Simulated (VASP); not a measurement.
# LiH21O11 in VASP: notebook, part 3 of 3

VASP 6.6.1. Earlier steps stand in the parts before.

**5. Single point, PBE**

Contents of INCAR:

```
PREC = Accurate
ENCUT = 520
EDIFF = 1E-6
ISMEAR = -1
SIGMA = 0.05
LREAL = Auto
LASPH = True
NELM = 80
ALGO = Normal
ISIF = 2
LWAVE = False
LCHARG = False
GGA = PE
NBANDS = 67
```

Contents of KPOINTS:

```
Automatic mesh
0
Gamma
  1 1 1
```

Contents of POSCAR:

```
LiH21O11
1.0
    7.0067960000      0.0000000000      0.0000000000
    0.0000000000      7.0067960000      0.0000000000
    0.0000000000      0.0000000000      7.0067960000
O H Li
11 21 1
Direct
    0.0276588615      0.4985873715      0.4510478113
    0.4443971253      0.7372984742      0.2996804816
    0.7029889268      0.2882201794      0.3523864545
    0.1623423887      0.7069707752      0.0393332416
    0.6238086566      0.7372699305      0.9044076636
    0.2567792754      1.0069652377      0.4406150828
    0.8260837050     -0.0019124290      0.5805791977
    0.3562969437      0.3374723625      0.1529086904
    0.7774166680      0.3488613055      0.8850407519
    0.1399498430      0.1949393132      0.8674720942
    0.4020525216      0.5849178426      0.6548784923
    0.0362933358      0.6200694297      0.3978137797
   -0.0769681321      0.4230036096      0.3926473669
    0.4052636897      0.6376095436      0.5018841707
    0.5644662696      0.7964410552      0.3397273162
    0.5881575545      0.3475625664      0.4076185463
    0.6605729637      0.2133928261      0.2387824621
    0.0581720946      0.7562086865     -0.0362505202
    0.1857339646      0.7879207558      0.1579894719
    0.5385628467      0.7031459172      0.8069594148
    0.5392336240      0.7977397943      1.0026408647
    0.1645545268      0.9447827509      0.5192102068
    0.3643034562      0.8780903568      0.3752356997
    0.7425790618      0.0892704740      0.5372783794
    0.7897332818     -0.1005595139      0.6660676292
    0.3287379852      0.4742681248      0.1403494550
    0.2911030948      0.2776019168      0.0434149931
    0.6583750975      0.3589657812      0.8013363026
    0.7782872514      0.4880690119      0.9170668020
   -0.0009704864      0.2228693400      0.8399131358
    0.2163042852      0.1717618152      0.7322605082
    0.2739055055      0.5435865408      0.6902013417
    0.1698493862      0.2137781662      0.3523293671
```

Potentials or basis: VASP PAW PBE potentials, release 64 (O, H, Li_sv).

Run with:

```
> cat potpaw_PBE.64/O/POTCAR potpaw_PBE.64/H/POTCAR potpaw_PBE.64/Li_sv/POTCAR > POTCAR
> mpirun -np 1 vasp_gam > vasp.out
```

OUTCAR:

```text
PREC = Accurate
   ENCUT = 520
   EDIFF = 1E-6
   ISMEAR = -1
   LREAL = Auto
   LASPH = True
   NELM = 80
   ISIF = 2
   GGA = PE

 ion  position               nearest neighbor table
   1  0.028  0.499  0.451-  12 0.93  13 0.99
   2  0.444  0.737  0.300-  15 0.98  23 1.25
   3  0.703  0.288  0.352-  16 0.98  17 1.00
   4  0.162  0.707  0.039-  18 0.97  19 1.02
   5  0.624  0.737  0.904-  20 0.94  21 1.00
   6  0.257  0.007  0.441-  22 0.95  23 1.26  33 1.69
   7  0.826  0.998  0.581-  24 0.92  25 0.95
   8  0.356  0.337  0.153-  26 0.98  27 0.99  33 2.10
   9  0.777  0.349  0.885-  29 1.00  28 1.02
  10  0.140  0.195  0.867-  30 1.02  31 1.10
  11  0.402  0.585  0.655-  32 0.98  14 1.13
  12  0.036  0.620  0.398-   1 0.93
  13  0.923  0.423  0.393-   1 0.99
  14  0.405  0.638  0.502-  11 1.13
  15  0.564  0.796  0.340-   2 0.98
  16  0.588  0.348  0.408-   3 0.98
  17  0.661  0.213  0.239-   3 1.00
  18  0.058  0.756  0.964-   4 0.97
  19  0.186  0.788  0.158-   4 1.02
  20  0.539  0.703  0.807-   5 0.94
  21  0.539  0.798  0.003-   5 1.00
  22  0.165  0.945  0.519-   6 0.95
  23  0.364  0.878  0.375-   2 1.25   6 1.26
  24  0.743  0.089  0.537-   7 0.92
  25  0.790  0.899  0.666-   7 0.95
  26  0.329  0.474  0.140-   8 0.98
  27  0.291  0.278  0.043-   8 0.99
  28  0.658  0.359  0.801-   9 1.02
  29  0.778  0.488  0.917-   9 1.00
  30  0.999  0.223  0.840-  10 1.02
  31  0.216  0.172  0.732-  10 1.10
  32  0.274  0.544  0.690-  11 0.98
  33  0.170  0.214  0.352-   6 1.69   8 2.10

  LATTYP: Found a simple cubic cell.
 ALAT       =     7.0067960000

  Lattice vectors:

 A1 = (   7.0067960000,   0.0000000000,   0.0000000000)
 A2 = (   0.0000000000,   7.0067960000,   0.0000000000)
 A3 = (   0.0000000000,   0.0000000000,   7.0067960000)

Analysis of symmetry for initial positions (statically):
=====================================================================
 Subroutine PRICEL returns:
 Original cell was already a primitive cell.

 Routine SETGRP: Setting up the symmetry group for a
 simple cubic supercell.

 Subroutine GETGRP returns: Found  1 space group operations
 (whereof  1 operations were pure point group operations)
 out of a pool of 48 trial point group operations.

The static configuration has the point symmetry C_1 .

Analysis of symmetry for dynamics (positions and initial velocities):
=====================================================================
 Subroutine PRICEL returns:
 Original cell was already a primitive cell.

 Routine SETGRP: Setting up the symmetry group for a
 simple cubic supercell.

 Subroutine GETGRP returns: Found  1 space group operations
 (whereof  1 operations were pure point group operations)
 out of a pool of 48 trial point group operations.

The dynamic configuration has the point symmetry C_1 .

 Subroutine INISYM returns: Found  1 space group operations
 (whereof  1 operations are pure point group operations),
 and found     1 'primitive' translations
[... 99 lines left out ...]
     0.000000000  0.000000000  0.142718584     0.000000000  0.000000000  1.000000000

  Length of vectors
     0.142718584  0.142718584  0.142718584

  Shift w.r.t. Gamma in fractional coordinates (k-lattice)
     0.000000000  0.000000000  0.000000000

 Subroutine IBZKPT returns following result:
 ===========================================

 Found      1 irreducible k-points:

 Following reciprocal coordinates:
            Coordinates               Weight
  0.000000  0.000000  0.000000      1.000000
   k-points           NKPTS =      1   k-points in BZ     NKDIM =      1   number of bands    NBANDS=     67
   number of dos      NEDOS =    301   number of ions     NIONS =     33
   total plane-waves  NPLWV = 157464
   dimension x,y,z NGX =    54 NGY =   54 NGZ =   54
   dimension x,y,z NGXF=   108 NGYF=  108 NGZF=  108
   ions per type =              11  21   1
   NGX,Y,Z   is equivalent  to a cutoff of  12.81, 12.81, 12.81 a.u.
   NGXF,Y,Z  is equivalent  to a cutoff of  25.62, 25.62, 25.62 a.u.
 SYSTEM =  unknown system
   PREC   = accura    normal or accurate (medium, high low for compatibility)
   ISTART =      0    job   : 0-new  1-cont  2-samecut
   ICHARG =      2    charge: 1-file 2-atom 10-const
   ISPIN  =      1    spin polarized calculation?
   LNONCOLLINEAR =      F non collinear calculations
   LSORBIT =      F    spin-orbit coupling
   LASPH  =      T    aspherical Exc in radial PAW
   ENCUT  =  520.0 eV  38.22 Ry    6.18 a.u.  13.03 13.03 13.03*2*pi/ulx,y,z
   NELM   =     80;   NELMIN=  2; NELMDL= -5     # of ELM steps
   EDIFF  = 0.1E-05   stopping-criterion for ELM
   LREAL  =      T    real-space projection
   EDIFFG = 0.1E-04   stopping-criterion for IOM
   NSW    =      0    number of steps for IOM
   IBRION =     -1    ionic relax: 0-MD 1-quasi-New 2-CG
   NFREE  =      0    steps in history (QN), initial steepest desc. (CG)
   ISIF   =      2    stress and relaxation
   ISYM   =      2    0-nonsym 1-usesym 2-fastsym
   POTIM  = 0.5000    time-step for ionic-motion
   TEBEG  =    0.0;   TEEND  =   0.0 temperature during run
   PSTRESS=    0.0 pullay stress
   NELECT =      90.0000    total number of electrons
   NUPDOWN=      -1.0000    fix difference up-down
   EMIN   =  10.00;   EMAX   =-10.00  energy-range for DOS
   EFERMI =   0.00;   METHOD = LEGACY
   ISMEAR =    -1;   SIGMA  =   0.05  broadening in eV -4-tet -1-fermi 0-gaus
   EFERMI_NEDOS =   21; number of points for ismear=-14 and -15
   IALGO  =     38    algorithm
   IMIX   =      4    mixing-type and parameters
     AMIX     =   0.40;   BMIX     =  1.00
     AMIX_MAG =   1.60;   BMIX_MAG =  1.00
  volume/ion in A,a.u.               =      10.42        70.35
  Fermi-wavevector in a.u.,A,eV,Ry     =   1.047055  1.978647 14.916398  1.096324
  Thomas-Fermi vector in A             =   2.181919
   LORBIT       =      0    0 simple, 1 ext, 2 COOP (PROOUT), +10 PAW based schemes
   GGA     = PE    functional components
   LHFCALC =     F    Hartree Fock is set to
   AEXX    =    0.0000 exact exchange contribution
   IVDW    =     0    specifies the selected vdW correction
   LEPSILON=     F    determine dielectric tensor
   LRPA    =     F    only Hartree local field effects (RPA)
 non-spin polarized calculation
  energy-cutoff  :      520.00
  volume of cell :      344.00
 maximum number of plane-waves:      4586
 NGX is ok and might be reduce to    54
   NGX = 27   NGY = 27   NGZ = 27

 number of electron      89.9999986 magnetization

 Free energy of the ion-electron system (eV)
  ---------------------------------------------------
  ext. energy  EPLUGINS =         0.00000000
  ---------------------------------------------------
  free energy    TOTEN  =      -158.43274443 eV

  energy without entropy =     -158.43274443  energy(sigma->0) =     -158.43274443

 E-fermi :  -2.2414     XC(G=0):  -6.7855

 val. band max:       -3.4532974763   @ k =   0.0000   0.0000   0.0000
 cond. band min:       0.6716520093   @ k =   0.0000   0.0000   0.0000
 fundamental gap:      4.1249494856
 Fermi energy:        -2.2413741524

 k-point     1 :       0.0000    0.0000    0.0000
  band No.  band energies     occupation
      1     -46.4253      2.00000
      2     -22.6539      2.00000
      3     -22.3789      2.00000
      4     -22.0542      2.00000
      5     -21.8797      2.00000
      6     -21.7048      2.00000
[... 49 lines left out ...]
     56       5.6914      0.00000
     57       6.0136      0.00000
 [bands above 57 left out]

------------------------ aborting loop because EDIFF is reached ----------------------------------------

  FORCE on cell =-STRESS in cart. coord.  units (eV):
  Direction    XX          YY          ZZ          XY          YZ          ZX
  --------------------------------------------------------------------------------------
  -------------------------------------------------------------------------------------
  Total       -0.7976605      0.1310560     -6.0630823      0.4824704     -3.7436780      4.8325358
  in kB       -3.7150978      0.6103925    -28.2387603      2.2471022    -17.4361522     22.5074991
  external PRESSURE =     -10.4478219 kB  Pullay stress =       0.0000000 kB

 VOLUME and BASIS-vectors are now :
 -----------------------------------------------------------------------------
  energy-cutoff  :      520.00
  volume of cell :      344.00
      direct lattice vectors                 reciprocal lattice vectors
     7.006796000  0.000000000  0.000000000     0.142718584  0.000000000  0.000000000
     0.000000000  7.006796000  0.000000000     0.000000000  0.142718584  0.000000000
     0.000000000  0.000000000  7.006796000     0.000000000  0.000000000  0.142718584

 POSITION                                       TOTAL-FORCE (eV/Angst)
 -----------------------------------------------------------------------------------
      0.19380      3.49350      3.16040         0.102839     -2.970284      1.108426
      3.11380      5.16610      2.09980         0.016194      1.266315      1.498521
      4.92570      2.01950      2.46910        -0.172229     -0.676275     -0.138807
      1.13750      4.95360      0.27560         0.533221      0.349763      1.578593
      4.37090      5.16590      6.33700         1.614150      1.684051      2.678134
      1.79920      0.04880      3.08730         1.177579     -0.651805     -0.283413
[... 25 lines left out ...]
      1.91920      3.80880      4.83610         0.048261      0.124733     -0.290553
      1.19010      1.49790      2.46870         0.091739      1.514934     -0.633861
 -----------------------------------------------------------------------------------
    total drift:                                0.007125      0.006688      0.001136

  FREE ENERGIE OF THE ION-ELECTRON SYSTEM (eV)
  ---------------------------------------------------
  free  energy   TOTEN  =      -158.4327444289 eV

  energy  without entropy=     -158.4327444288  energy(sigma->0) =     -158.43274443
```

It took 22 s on 1 thread of Intel Xeon 6975P-C (Granite Rapids), shared host; peak memory 0.36 GiB.

Results:

```
Free energy            : -158.4327 eV
Largest force          : 4.356 eV/Å
Band gap on the k mesh : 4.12 eV, direct
```

Forces in eV/Å, atoms in the order of the input:
```
O    0.103 -2.970  1.108
O    0.016  1.266  1.499
O   -0.172 -0.676 -0.139
O    0.533  0.350  1.579
O    1.614  1.684  2.678
O    1.178 -0.652 -0.283
O    3.896 -1.947 -0.063
O   -0.368 -0.181  0.610
O   -1.745  1.222 -1.079
O    1.014 -0.545 -3.279
O    0.251  0.339 -2.628
H   -0.121  1.758 -1.279
H   -0.394  0.856  0.102
H   -0.162 -0.793  2.108
H    0.515 -0.578 -0.319
H    0.264 -0.106 -0.601
H    0.025  1.083  0.715
H   -0.260  0.464  0.226
H   -0.391 -0.696 -1.910
H   -1.887 -0.965 -1.954
H    0.774 -0.752 -0.562
H   -0.647 -0.553  0.638
H   -0.954 -0.211 -0.236
H   -2.540  1.977 -0.740
H   -1.247 -0.270  0.883
H    0.136 -0.084 -0.112
H   -0.258  0.097 -0.452
H    1.415 -0.596  0.950
H    0.210 -0.620  0.243
H    1.297  0.025 -0.005
H   -2.235  0.436  3.227
H    0.048  0.125 -0.291
Li   0.092  1.515 -0.634
```

Caveat: the cutoff is under 1.25 times the usual one of these potentials, so pressure, stress and relaxed cells hold a basis-set (Pulay) error. As with any semilocal functional, this PBE gap is likely too small.
